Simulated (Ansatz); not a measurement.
The system is CoO.

```
Co O
1.0
    -1.50800    1.50800    2.10725
     1.50800   -1.50800    2.10725
     1.50800    1.50800   -2.10725
Co O
1 1
Cartesian
  0.0000 0.0000 0.0000
  0.0000 0.0000 2.1072
```

Base run:

```yaml
Program: Ansatz 0.2.0
Functional: PBEsol
Potentials_or_basis: Ansatz PAW
Cutoff: "420 eV (not typed: the program's choice for these potentials)"
k_mesh: 10 × 10 × 10
Occupations: fermi-dirac, width 0.05 eV
Spin: collinear spin, ferromagnetic start
Starting_moments: "[2.0, 0.0] μB"
Fixed_moment: 2 μB
```

Its results: pressure -17.4 GPa; site moments Co +1.80; O +0.10 μB.

Task: The run is repeated on the same cell with these changes: fixed moment from 2 μB to 3 μB; moments at the start from [2.0, 0.0] to [3.0, 0.0]. What comes out?

Result: Pressure -8.6 GPa; site moments Co +2.52; O +0.35 μB.

Caveats: the total moment is fixed, so each spin has its own Fermi level; a cell with one magnetic atom can't hold antiferromagnetic order, which such compounds often take; the PAW data sets come from PBE, with cores solved anew for the run's functional, which leaves a small shift of forces and pressure; the thresholds are loose for stress.
